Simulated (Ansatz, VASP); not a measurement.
**One calculation of NaCl, two programs**

```xyz
2
Lattice="0.0000 2.8027 2.8027 2.8027 0.0000 2.8027 2.8027 2.8027 0.0000" Properties=species:S:1:pos:R:3 pbc="T T T"
Na    0.0000    0.0000    0.0000
Cl    2.8027    2.8027    2.8027
```

Alike in both runs: task single point; functional HSE06; k mesh 4 × 4 × 4; no spin polarisation.

|  | VASP | Ansatz |
| --- | --- | --- |
| version | VASP 6.6.1 | Ansatz 0.2.0 |
| potentials or method | VASP PAW PBE potentials, release 64 (Na_pv, Cl) | plane waves, PAW |
| plane-wave cutoff (eV) | 520 | 420 |
| occupations | gaussian, width 0.01 eV | fixed |
| valence electrons in the cell | 14 | 16 |

|  | VASP | Ansatz | Ansatz less VASP |
| --- | --- | --- | --- |
| gap on the k mesh at the Fermi level (eV) | 6.55 | 6.56 | +0.009 |
| pressure (GPa) | 0.7 | 0.7 | -0.03 |

The two sets of potentials don't hold the same shells in valence. Ansatz warned: «stress_exchange_threshold_loose».

Caveats: the k mesh is coarse (spacing up to 0.49 Å⁻¹), so the values aren't converged, least of all with exact exchange; the PAW data sets were made with another functional, which shifts forces and pressure a little (VASP).
